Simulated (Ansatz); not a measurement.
# HfN: the cell at several levels of theory

Cell and atoms of the published phase of HfN (Fm-3m) are relaxed in turn with PBE and r2SCAN.

The runs shown are made with Ansatz 0.2.0. PAW datasets, plane waves, zero pressure. Calculated at 0 K for a non-magnetic cell.

3 further runs of the same task are left out: 3 set aside as unsound or not needed.

**1. Starting point**

Space group Fm-3m (No. 225), cubic; a = 4.512 Å in the conventional setting, 11.48 Å³ an atom. Around Hf lie 6 N at 2.26 Å; around N lie 6 Hf at 2.26 Å.

The structure in full:

```cif
data_structure
_symmetry_space_group_name_H-M 'Fm-3m'
_symmetry_Int_Tables_number 225
_cell_length_a 4.5120
_cell_length_b 4.5120
_cell_length_c 4.5120
_cell_angle_alpha 90.000
_cell_angle_beta 90.000
_cell_angle_gamma 90.000
_cell_volume 91.86
loop_
_atom_site_label
_atom_site_type_symbol
_atom_site_symmetry_multiplicity
_atom_site_Wyckoff_symbol
_atom_site_fract_x
_atom_site_fract_y
_atom_site_fract_z
_atom_site_occupancy
Hf1 Hf 4 a 0.00000 0.00000 0.00000 1
N1 N 4 b 0.50000 0.00000 0.00000 1
```

**2. PBE: cell and atoms**

Contents of input.yaml:

```yaml
crystal:
  lattice:
    - [0.0, 2.256, 2.256]
    - [2.256, 0.0, 2.256]
    - [2.256, 2.256, 0.0]
  atoms:
    - { symbol: Hf, position: [0.0, 0.0, 0.0] }
    - { symbol: "N", position: [0.5, 0.5, 0.5] }
kpoints:
  mp_grid: { grid: [8, 8, 8] }
hamiltonian:
  xc: pbe
scf:
  occupations: { method: fermi_dirac, width: 0.02 }
relax:
  f_tol: 0.005
  cell: {}
output:
  write_density: true
  write_potential: true
  elf: true
  volumetric_format: npy
```

Started as:

```sh
ansatz run input.yaml --threads 1 --pin off --max-ram 2304MiB --backend cpu --events-out ev --progress --plain --runs-dir out
```

Log:

```text
Warning: RAYON_NUM_THREADS=1 ignored (pool sized by the plan → 1); use --threads N
Engine: ansatz 0.2.0, x86_64-unknown-linux-gnu
Pseudopotentials: kind: paw
Pseudopotential: Hf, paw, valence charge 26, recommended cutoff 420 eV (normal), Hf.paw.azcp
Pseudopotential: N, paw, valence charge 5, recommended cutoff 420 eV (normal), N.paw.azcp
Functional definition: PBE
  parameter kappa = 0.804
  parameter beta = 0.06672455060314922
  exchange = pbe_x(kappa = kappa, mu = beta*pi^2/3)
  correlation = pbe_c(beta = beta)
Crystal: 2 atoms, lattice volume = 22.964 Å³
Basis set: ecut = 420 eV, 459 PW (Γ), exchange–correlation on 48×48×48 points (8 copies of the dense FFT grid, shifted against one another)
Bands: 20, of which v1, the nominal top of the filled ones, is band 16 counted from 1 (15 counted from 0)
Symmetry: 48 space group operations
Space group: Fm-3m (ITA 225), of the structure as read, at distance tolerance 2.8e-5 Å
k-points: 29 of 512
Non-local potential: Hf, projectors of the file, l = 0: 3, l = 1: 2, l = 2: 2, l = 3: 3
Non-local potential: N, projectors of the file, l = 0: 2, l = 1: 2, l = 2: 1
PAW form: soft (Blöchl's): semilocal exchange-correlation on the pseudo side does not see the compensation charge
PAW one-centre angular grid: Hf, 590 points (default); XC on 64 Gauss nodes
PAW one-centre angular grid: N, 110 points (default); XC on 64 Gauss nodes
Initial density: superposition of atomic densities (neutral atoms: chi_scale 0, normalization atom), corrected by the library's trained network
Initial wavefunctions: pseudopotential atomic-orbital guess
Functional: x = pbe(κ = 0.804, μ = 0.2195149727645171), c = pbe(β = 0.06672455060314922)
SCF iter   1: F=—  HF=-16108.664563 eV  |F-HF|=—  |Δ(HF+E_count)|=         —  Δρ=6.40e-3  dr2=1.14e-2  ethr=1.77e-3  ⟨swp⟩=5.6  Hψ=2460  notcnv=0
preconditioner: auto → none  [insulator: Δε(μ)=0.055 eV  Ē_g=19.047 eV  σ=0.020 eV  W_gap=0.54  n_scr=14 (ndim 8)  ℏωp=41.7 eV  f_vac=0.000  D(μ)=1.23/eV (n_scr^D=14)  ε∞_Penn≈5.8]
SCF iter   2: F=—  HF=-16108.661734 eV  |F-HF|=—  |Δ(HF+E_count)|=   2.83e-3  Δρ=1.86e-3  dr2=8.88e-4  ethr=3.67e-5  ⟨swp⟩=2.3  Hψ=1014  notcnv=0  defer=11
SCF iter   3: F=—  HF=-16108.661488 eV  |F-HF|=—  |Δ(HF+E_count)|=   2.46e-4  Δρ=4.25e-4  dr2=2.36e-5  ethr=2.87e-6  ⟨swp⟩=2.0  Hψ=680  notcnv=0  defer=11
SCF iter   4: F=—  HF=-16108.661481 eV  |F-HF|=—  |Δ(HF+E_count)|=   6.87e-6  Δρ=1.57e-4  dr2=3.74e-6  ethr=7.60e-8  ⟨swp⟩=2.2  Hψ=1049  notcnv=0  defer=11
SCF iter   5: F=—  HF=-16108.661477 eV  |F-HF|=—  |Δ(HF+E_count)|=   3.96e-6  Δρ=1.94e-5  dr2=3.70e-8  ethr=1.21e-8  ⟨swp⟩=2.3  Hψ=1037  notcnv=0  defer=11
SCF iter   6: F=-16108.661477 eV  HF=-16108.661477 eV  |F-HF|=1.27e-9  |Δ(HF+E_count)|=   5.65e-8  Δρ=3.84e-6  dr2=2.28e-9  ethr=1.19e-10  ⟨swp⟩=8.9  Hψ=3844  notcnv=0
SCF 1 converged in 6 iterations: F = -16108.661477 eV  dr2 = 2.28e-9
relax step   1: F+E_penalty+E_count = -16108.66147734 eV  Δ(F+E_penalty+E_count) = +0.000e0 eV  max|allowed force component| = 4.306e-30 eV/Å  Δτ_max = 0.0000 Å  P = +6.825 GPa  Ω = 22.964 Å³  (6 SCF iters, dr2 threshold 1.00e-7 eV, accepted)
Crystal: 2 atoms, lattice volume = 23.816 Å³
Initial density: handed on by an earlier stage of this run
Initial wavefunctions: those handed on with the density
iter 1 solved again at ethr=2.08e-5 eV; its pass at ethr=3.10e-3 eV (dr2=6.45e-3 eV) is discarded
SCF iter   1: F=—  HF=-16108.669130 eV  |F-HF|=—  |Δ(HF+E_count)|=         —  Δρ=5.05e-3  dr2=6.13e-3  ethr=2.08e-5  ⟨swp⟩=1.7  Hψ=3170  notcnv=0
preconditioner: auto → none  [insulator: Δε(μ)=0.064 eV  Ē_g=18.919 eV  σ=0.020 eV  W_gap=0.57  n_scr=14 (ndim 8)  ℏωp=41.0 eV  f_vac=0.000  D(μ)=1.19/eV (n_scr^D=14)  ε∞_Penn≈5.7]
SCF iter   2: F=—  HF=-16108.667755 eV  |F-HF|=—  |Δ(HF+E_count)|=   1.37e-3  Δρ=1.16e-3  dr2=3.62e-4  ethr=1.98e-5  ⟨swp⟩=2.0  Hψ=838  notcnv=0
SCF iter   3: F=—  HF=-16108.667726 eV  |F-HF|=—  |Δ(HF+E_count)|=   2.91e-5  Δρ=2.63e-4  dr2=6.39e-6  ethr=1.17e-6  ⟨swp⟩=2.0  Hψ=1000  notcnv=0
SCF iter   4: F=—  HF=-16108.667737 eV  |F-HF|=—  |Δ(HF+E_count)|=   1.11e-5  Δρ=7.40e-5  dr2=4.93e-7  ethr=2.06e-8  ⟨swp⟩=2.0  Hψ=1030  notcnv=0
iter 5 did not close the SCF: its close was put off for the readings that it lacked (scf_convergence_deferred on its scf_iter line)
SCF iter   5: F=-16108.667737 eV  HF=-16108.667737 eV  |F-HF|=2.53e-7  |Δ(HF+E_count)|=   3.49e-9  Δρ=2.17e-5  dr2=7.65e-8  ethr=1.59e-9  ⟨swp⟩=2.0  Hψ=1031  notcnv=0
SCF iter   6: F=-16108.667737 eV  HF=-16108.667737 eV  |F-HF|=2.22e-9  |Δ(HF+E_count)|=   8.88e-8  Δρ=4.41e-6  dr2=2.57e-9  ethr=2.47e-10  ⟨swp⟩=5.7  Hψ=3646  notcnv=0
SCF 2 converged in 6 iterations: F = -16108.667737 eV  dr2 = 2.57e-9
relax step   2: F+E_penalty+E_count = -16108.66773737 eV  Δ(F+E_penalty+E_count) = -6.260e-3 eV  max|allowed force component| = 2.925e-30 eV/Å  Δτ_max = 0.0000 Å  P = -3.183 GPa  Ω = 23.816 Å³  energy of the carried Pulay correction = -2.602e-3 eV  (6 SCF iters, dr2 threshold 2.00e-7 eV, accepted)
Crystal: 2 atoms, lattice volume = 23.539 Å³
iter 1 solved again at ethr=1.97e-6 eV; its pass at ethr=3.10e-3 eV (dr2=6.12e-4 eV) is discarded
SCF iter   1: F=—  HF=-16108.671611 eV  |F-HF|=—  |Δ(HF+E_count)|=         —  Δρ=1.57e-3  dr2=5.77e-4  ethr=1.97e-6  ⟨swp⟩=2.0  Hψ=2974  notcnv=0
preconditioner: auto → none  [insulator: Δε(μ)=0.060 eV  Ē_g=18.950 eV  σ=0.020 eV  W_gap=0.56  n_scr=14 (ndim 8)  ℏωp=41.2 eV  f_vac=0.000  D(μ)=1.20/eV (n_scr^D=14)  ε∞_Penn≈5.7]
SCF iter   2: F=—  HF=-16108.671485 eV  |F-HF|=—  |Δ(HF+E_count)|=   1.26e-4  Δρ=3.60e-4  dr2=3.35e-5  ethr=1.86e-6  ⟨swp⟩=2.0  Hψ=706  notcnv=0
SCF iter   3: F=—  HF=-16108.671469 eV  |F-HF|=—  |Δ(HF+E_count)|=   1.61e-5  Δρ=8.37e-5  dr2=6.68e-7  ethr=1.08e-7  ⟨swp⟩=2.0  Hψ=1027  notcnv=0
iter 4 did not close the SCF: its close was put off for the readings that it lacked (scf_convergence_deferred on its scf_iter line)
SCF iter   4: F=-16108.671469 eV  HF=-16108.671469 eV  |F-HF|=2.09e-8  |Δ(HF+E_count)|=   9.14e-7  Δρ=2.72e-5  dr2=9.92e-8  ethr=2.15e-9  ⟨swp⟩=2.0  Hψ=985  notcnv=0
iter 5 did not close the SCF: its close was put off for the readings that it lacked (scf_convergence_deferred on its scf_iter line)
SCF iter   5: F=-16108.671469 eV  HF=-16108.671469 eV  |F-HF|=8.40e-9  |Δ(HF+E_count)|=   1.14e-8  Δρ=3.12e-6  dr2=1.09e-9  ethr=3.20e-10  ⟨swp⟩=2.0  Hψ=966  notcnv=0
SCF iter   6: F=-16108.671469 eV  HF=-16108.671469 eV  |F-HF|=7.28e-11  |Δ(HF+E_count)|=   2.70e-9  Δρ=1.17e-6  dr2=1.82e-10  ethr=3.50e-12  ⟨swp⟩=4.9  Hψ=3315  notcnv=0
SCF 3 converged in 6 iterations: F = -16108.671469 eV  dr2 = 1.82e-10
relax step   3: F+E_penalty+E_count = -16108.67146945 eV  Δ(F+E_penalty+E_count) = -3.732e-3 eV  max|allowed force component| = 2.399e-30 eV/Å  Δτ_max = 0.0000 Å  P = -0.123 GPa  Ω = 23.539 Å³  energy of the carried Pulay correction = -1.764e-3 eV  (6 SCF iters, dr2 threshold 2.00e-7 eV, accepted)
[... 13 lines left out ...]
relax step   4: F+E_penalty+E_count = -16108.67150648 eV  Δ(F+E_penalty+E_count) = -3.703e-5 eV  max|allowed force component| = 2.367e-29 eV/Å  Δτ_max = 0.0000 Å  P = -0.000 GPa  Ω = 23.528 Å³  energy of the carried Pulay correction = -1.732e-3 eV  (6 SCF iters, accepted)
[... 11 lines left out ...]
relax step   5: F+E_penalty+E_count = -16108.67325925 eV  Δ(F+E_penalty+E_count) = -1.753e-3 eV  max|allowed force component| = 3.629e-29 eV/Å  Δτ_max = 0.0000 Å  P = +0.102 GPa  Ω = 23.528 Å³  stress off target by 1.02e-1 GPa  SCF on the basis re-selected at this cell (its energy is not comparable with the rows above)  (6 SCF iters)
[... 14 lines left out ...]
relax step   6: F+E_penalty+E_count = -16108.67323514 eV  Δ(F+E_penalty+E_count) = +2.411e-5 eV  max|allowed force component| = 2.498e-30 eV/Å  Δτ_max = 0.0000 Å  P = +0.001 GPa  Ω = 23.537 Å³  energy of the carried Pulay correction = -2.699e-5 eV  (6 SCF iters, accepted)
iter 1 solved again at ethr=1.12e-8 eV; its pass at ethr=3.10e-3 eV (dr2=3.48e-6 eV) is discarded
SCF iter   1: F=—  HF=-16108.673240 eV  |F-HF|=—  |Δ(HF+E_count)|=         —  Δρ=4.17e-7  dr2=1.53e-11  ethr=1.12e-8  ⟨swp⟩=3.9  Hψ=4416  notcnv=0
eigensolver tolerance schedule: the retry pair's looser diagonalisation over-reported the residual by 227676.70 of it (diagonalisation noise at 4.74 of the residual, at the tolerance the schedule requests for it); recorded, not acted on — ethr = c·dr2/N_el stays at c = 1.0e-1
SCF iter   2: F=—  HF=-16108.673235 eV  |F-HF|=—  |Δ(HF+E_count)|=   5.00e-6  Δρ=3.35e-7  dr2=1.29e-11  ethr=1.00e-12  ⟨swp⟩=3.5  Hψ=1459  notcnv=0
iter 3 did not close the SCF: its close was put off for the readings that it lacked (scf_convergence_deferred on its scf_iter line)
SCF iter   3: F=-16108.673235 eV  HF=-16108.673235 eV  |F-HF|=3.64e-12  |Δ(HF+E_count)|=  1.64e-11  Δρ=1.83e-7  dr2=3.12e-12  ethr=1.00e-12  ⟨swp⟩=1.0  Hψ=580  notcnv=0
iter 4 did not close the SCF: its close was put off for the readings that it lacked (scf_convergence_deferred on its scf_iter line)
SCF iter   4: F=-16108.673235 eV  HF=-16108.673235 eV  |F-HF|=1.82e-12  |Δ(HF+E_count)|=  3.64e-12  Δρ=1.37e-7  dr2=1.76e-12  ethr=1.00e-12  ⟨swp⟩=1.0  Hψ=580  notcnv=0
iter 5 did not close the SCF: its close was put off for the readings that it lacked (scf_convergence_deferred on its scf_iter line)
SCF iter   5: F=-16108.673235 eV  HF=-16108.673235 eV  |F-HF|=1.09e-11  |Δ(HF+E_count)|=  9.09e-12  Δρ=8.07e-8  dr2=9.39e-13  ethr=1.00e-12  ⟨swp⟩=1.1  Hψ=595  notcnv=0
iter 6 did not close the SCF: its close was put off for the readings that it lacked (scf_convergence_deferred on its scf_iter line)
SCF iter   6: F=-16108.673235 eV  HF=-16108.673235 eV  |F-HF|=5.46e-12  |Δ(HF+E_count)|=  1.27e-11  Δρ=2.22e-8  dr2=4.12e-14  ethr=1.00e-12  ⟨swp⟩=1.0  Hψ=580  notcnv=0
SCF iter   7: F=-16108.673235 eV  HF=-16108.673235 eV  |F-HF|=1.27e-11  |Δ(HF+E_count)|=    0.00e0  Δρ=1.87e-8  dr2=3.89e-14  ethr=1.00e-12  ⟨swp⟩=4.0  Hψ=2370  notcnv=0
SCF 7 converged in 7 iterations: F = -16108.673235 eV  dr2 = 3.89e-14
relax step   7: F+E_penalty+E_count = -16108.67323514 eV  Δ(F+E_penalty+E_count) = -3.638e-12 eV  max|allowed force component| = 2.925e-30 eV/Å  Δτ_max = 0.0000 Å  P = +0.002 GPa  Ω = 23.537 Å³  stress off target by 1.96e-3 GPa  SCF on the basis re-selected at this cell (its energy is not comparable with the rows above)  (7 SCF iters)
basis re-selected at this cell: Δ(F+E_penalty+E_count) = -3.638e-12 eV, ΔP = +0.001 GPa vs the last step (what re-selecting the basis moved, of the pressure what is left beyond the Pulay correction that the steps carried, after the strain that the cell walked since its last selection, with what the two solves' SCF thresholds leave and, on support functions, any second-order correction that the steps lacked; it is no measure of the basis error at this ecutwfc). This SCF's stress stands 1.96e-3 GPa from its target on what of the cell is left free (relax.cell.stress_tol is 5.00e-2 GPa) and its largest allowed force component is 2.93e-30 eV/Å (relax.f_tol is 5.00e-3 eV/Å): within both
SCF converged after 7 iterations
Free energy (F): -16108.673235 eV
Harris-Foulkes:  -16108.673235 eV  (|F-HF|=1.27e-11)
Internal energy: -16108.671807 eV  (E = F + TS)
E sigma→0 (E₀):  -16108.672521 eV
Entropy (-TS):   -0.001428 eV (-0.714 meV/atom)
Fermi energy:    23.395758 eV
--- Per-component energies (eV) ---
  E_band       = 165.750548
  E_kinetic    = 555.689067
  E_local      = -4777.861850  (includes V_loc(G=0)·N_el)
  E_nonlocal   = -1198.625189
  E_hartree    = 2262.945000
  E_xc         = -361.341161
  E_vxc        = -344.443641  (∫ρ·V_xc dr)
  E_paw        = -7054.423800  (= ΣΔE_a)
  E_vpaw       = 1405.102074  (= ΣTr[D̂ρ^β])
  E_aug_tail   = 0.000097  (compensation charges beyond the density's cutoff)
  E_ewald      = -5535.053971
  E_smearing   = -0.001428  (= −TS)
  E_closure    = -0.000000  (closes the sum)
  Σ components = -16108.673235   (vs F -16108.673235, Δ=0.00e0)
--- Forces (eV/Å), atoms counted from 1 ---
  atom   1  Hf    -0.00000000     0.00000000    -0.00000000
  atom   2  N      0.00000000    -0.00000000     0.00000000
  max |Σ_I F_I| component: 3.75e-30 eV/Å
--- Stress (GPa, compression-positive) ---
        0.001962      -0.000000      -0.000000
       -0.000000       0.001962       0.000000
       -0.000000       0.000000       0.001962
  P = ⅓ Tr σ = 0.0020 GPa (0.020 kbar)
--- Band table (eV; the first three rows and the last of 29) ---
  k-point 0: bands = ["-39.4212", "-7.8332", "-7.8332", "-7.8332", "5.9971", "10.6374", "10.6374", "10.6374", "10.6658", "10.7591", "10.7591", "10.7591", "20.4780", "20.4780", "20.4780", "23.0372", "23.0372", "23.0372", "24.9639", "25.2963"]
  k-point 1: bands = ["-39.4131", "-7.9741", "-7.8452", "-7.8452", "6.3238", "10.6423", "10.6493", "10.6493", "10.6731", "10.7492", "10.7492", "10.7595", "19.1585", "19.6949", "19.6949", "23.3468", "23.5208", "23.5208", "26.0086", "26.3686"]
  k-point 2: bands = ["-39.3935", "-8.2977", "-7.8738", "-7.8738", "7.1390", "10.6720", "10.6790", "10.6790", "10.6958", "10.7275", "10.7275", "10.7605", "17.0681", "18.4682", "18.4682", "23.9494", "24.6895", "24.6895", "27.8192", "28.5609"]
  k-point 28: bands = ["-39.3475", "-8.3490", "-8.3490", "-8.1537", "7.6064", "10.6845", "10.6944", "10.6944", "10.7160", "10.7160", "10.7381", "10.7796", "17.3412", "17.9379", "17.9379", "24.4963", "24.4963", "28.7091", "28.7553", "29.3619"]
--- Relaxed structure (5 steps of the walk, 5 accepted, 2 SCFs on fresh bases) ---
  F+E_penalty+E_count = -16108.67323514 eV   max|allowed force component| = 2.925e-30 eV/Å   (the final SCF, on the basis selected at the relaxed cell)
  cell:  # Å, volume = 23.5367 Å³
    - [-2.802852694153902e-33, 2.2746007550225853, 2.2746007550225853]
    - [2.2746007550225853, 1.0441531909247832e-33, 2.2746007550225853]
    - [2.2746007550225853, 2.2746007550225853, 6.878752244409045e-34]
  atoms:
    - { symbol: Hf, position: [2.0008414482224295e-36, -8.892628658836589e-37, -1.7785257317528858e-36] }
    - { symbol: N, position: [0.5, 0.5, 0.5] }
```

Wall time 14 s (1 thread of Intel Xeon Platinum 8175M at 2.50GHz (Skylake/Cascade Lake), shared host); peak memory 0.4 GiB.

The steps:

| step | energy change (meV/atom) | largest force (eV/Å) | pressure (GPa) | volume (Å³/atom) |
| --- | --- | --- | --- | --- |
| 1 | 0.0 | 0.0000 | 6.83 | 11.482 |
| 2 | -3.1 | 0.0000 | -3.18 | 11.908 |
| 3 | -5.0 | 0.0000 | -0.12 | 11.769 |
| 4 | -5.0 | 0.0000 | 0.00 | 11.764 |
| 5 | -5.9 | 0.0000 | 0.10 | 11.764 |
| 6 | -5.9 | 0.0000 | 0.00 | 11.768 |
| 7 | -5.9 | 0.0000 | 0.00 | 11.768 |

Step 5 solves the same cell on a plane-wave basis chosen anew, so the energy can jump there without a move.

The table lists every geometry solved, with passes on a fresh basis, whose energies don't compare exactly with the rows above.

```
                       before   after   change
                a (Å)   4.512   4.549  +0.82 %
     volume (Å³/atom)  11.482  11.768  +2.49 %
shortest distance (Å)   2.256   2.275  +0.82 %
          space group   Fm-3m   Fm-3m     same
```

Axes a, b and c in the maps are those of this run's conventional cell (a, b, c = 4.549, 4.549, 4.549 Å).

Density in a lattice plane of the grid's cell (edges 4.55 and 4.55 Å, at 0.000 of the third edge), which holds Hf and N.

Values in e/Å³, 12 rows by 12 columns:
```
19.08 10.29  1.77  0.38  0.70  2.03  3.04  2.02  0.71  0.38  1.76 10.31
 3.09  1.77  0.46  0.23  0.36  0.70  0.96  0.71  0.36  0.23  0.45  1.76
 0.49  0.38  0.23  0.18  0.23  0.38  0.49  0.38  0.23  0.18  0.23  0.38
 0.96  0.70  0.36  0.23  0.46  1.77  3.09  1.76  0.45  0.23  0.36  0.71
 3.04  2.03  0.70  0.38  1.77 10.29 19.08 10.31  1.76  0.38  0.71  2.02
 3.57  3.04  0.96  0.49  3.09 19.08 35.44 19.08  3.09  0.49  0.96  3.04
 3.04  2.02  0.71  0.38  1.76 10.31 19.08 10.29  1.77  0.38  0.70  2.03
 0.96  0.71  0.36  0.23  0.45  1.76  3.09  1.77  0.46  0.23  0.36  0.70
 0.49  0.38  0.23  0.18  0.23  0.38  0.49  0.38  0.23  0.18  0.23  0.38
 3.09  1.76  0.45  0.23  0.36  0.71  0.96  0.70  0.36  0.23  0.46  1.77
19.08 10.31  1.76  0.38  0.71  2.02  3.04  2.03  0.70  0.38  1.77 10.29
35.44 19.08  3.09  0.49  0.96  3.04  3.57  3.04  0.96  0.49  3.09 19.08
```
Columns run along the first of these edges and rows up along the second, over one cell in 12 and 12 even steps from the bottom left corner. Atoms in the plane (fractional): Hf at (0.00, 0.00), Hf at (0.50, 0.50), N at (0.00, 0.50), N at (0.50, 1.00).

ELF in the same plane.

Ten even steps from '0' (0.08) to '9' (0.84):
```
999961048974247984016999
999741048998789984014799
776410036889998863001467
322100023455555432000122
000000100000000000100000
555432000122322100023455
998863001467776410036889
789984014799999741048998
247984016999999961048974
016994026999899962049961
247984016999999961048974
789984014799999741048998
998863001467776410036889
555432000122322100023455
000000100000000000100000
322100023455555432000122
776410036889998863001467
999741048998789984014799
999961048974247984016999
899962049961016994026999
```
Columns run along the first of these edges and rows up along the second, over one cell in 24 and 20 even steps from the bottom left corner. Atoms in the plane (fractional): Hf at (0.00, 0.00), Hf at (0.50, 0.50), N at (0.00, 0.50), N at (0.50, 1.00).

Both are smooth fields of the valence electrons: close to the nuclei they are not physical.

Outside the cores ELF peaks at 0.81 in the shell around N, 0.7 Å from N.

(Part 1 of 2 ends here.)
